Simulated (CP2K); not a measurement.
Si in CP2K: convergence with rel cutoff ry

Input of the first run (rel cutoff ry 20); the others differ in this setting and in those tied to it:

Contents of si_converge.inp:

```
&GLOBAL
  PROJECT si_converge
  RUN_TYPE ENERGY_FORCE
  PRINT_LEVEL LOW
&END GLOBAL
&FORCE_EVAL
  METHOD QS
  STRESS_TENSOR ANALYTICAL
  &DFT
    BASIS_SET_FILE_NAME BASIS_MOLOPT_UZH
    POTENTIAL_FILE_NAME POTENTIAL_UZH
    &MGRID
      CUTOFF 450
      REL_CUTOFF 20
      NGRIDS 4
    &END MGRID
    &QS
      METHOD GPW
      EPS_DEFAULT 1.0E-9
    &END QS
    &KPOINTS
      SCHEME MONKHORST-PACK 9 9 8
      GAMMA_CENTERED T
      SYMMETRY T
      SYMMETRY_BACKEND SPGLIB
    &END KPOINTS
    &SCF
      SCF_GUESS ATOMIC
      EPS_SCF 1.0E-6
      MAX_SCF 100
      ADDED_MOS 8
      CHOLESKY OFF
      EPS_EIGVAL 1.0E-7
      &DIAGONALIZATION ON
        ALGORITHM STANDARD
      &END DIAGONALIZATION
      &MIXING ON
        METHOD BROYDEN_MIXING
        ALPHA 0.4
        BETA 1.5
        NBUFFER 8
      &END MIXING
      &SMEAR ON
        METHOD FERMI_DIRAC
        ELECTRONIC_TEMPERATURE [K] 116.045
      &END SMEAR
    &END SCF
    &XC
      &XC_FUNCTIONAL
        &GGA_X_PBE
        &END GGA_X_PBE
        &GGA_C_PBE
        &END GGA_C_PBE
      &END XC_FUNCTIONAL
    &END XC
    &PRINT
      &KPOINTS ON
      &END KPOINTS
      &MULLIKEN ON
      &END MULLIKEN
      &MO ON
        ENERGIES T
        OCCUPATION_NUMBERS T
        &EACH
          QS_SCF 0
        &END EACH
        ADD_LAST NUMERIC
      &END MO
    &END PRINT
  &END DFT
  &SUBSYS
    &CELL
      A 2.6161176101 0.0000000000 0.0000000000
      B -1.3827099453 2.2367859492 0.0000000000
      C 0.0010906764 0.0120414777 2.5066108857
      PERIODIC XYZ
    &END CELL
    &COORD
      Si  0.0486081035 0.0299409876 0.0338592998
    &END COORD
    &KIND Si
      BASIS_SET DZVP-MOLOPT-PBE-GTH-q4
      POTENTIAL GTH-PBE-q4
    &END KIND
    &PRINT
      &ATOMIC_COORDINATES ON
      &END ATOMIC_COORDINATES
      &CELL ON
      &END CELL
      &SYMMETRY ON
      &END SYMMETRY
    &END PRINT
  &END SUBSYS
  &PRINT
    &FORCES ON
    &END FORCES
    &STRESS_TENSOR ON
    &END STRESS_TENSOR
  &END PRINT
&END FORCE_EVAL
```

Potentials or basis: POTENTIAL_UZH Si GTH-PBE-q4; DZVP-MOLOPT-PBE-GTH basis.

Launch:

```bash
$ OMP_NUM_THREADS=1 cp2k.psmp -i si_converge.inp -o si_converge.out
```

The cell isn't the ideal one: cell strained at random at fixed volume.

This isn't the form of Si at room conditions, which is diamond.

Hardware: 1 thread of Arm Neoverse V2 (shared host).

| rel cutoff ry | energy less the tightest run, at zero smearing (meV/atom) | SCF cycles | CPU time (s) | peak memory (GiB) |
| --- | --- | --- | --- | --- |
| 20 | 0.07 | 9 | 20 | 0.19 |
| 30 | 0.00 | 9 | 20 | 0.2 |
| 40 | 0.00 | 9 | 21 | 0.2 |
| 50 | 0.00 | 9 | 21 | 0.2 |
| 60 | 0.00 | 9 | 21 | 0.2 |
| 80 | 0.00 | 9 | 24 | 0.2 |
| 100 | 0.00 | 9 | 25 | 0.2 |

Against the tightest run, the energy stays within 1 meV/atom from 20 on. The tightest run that finished is the yardstick and may itself not be fully converged.
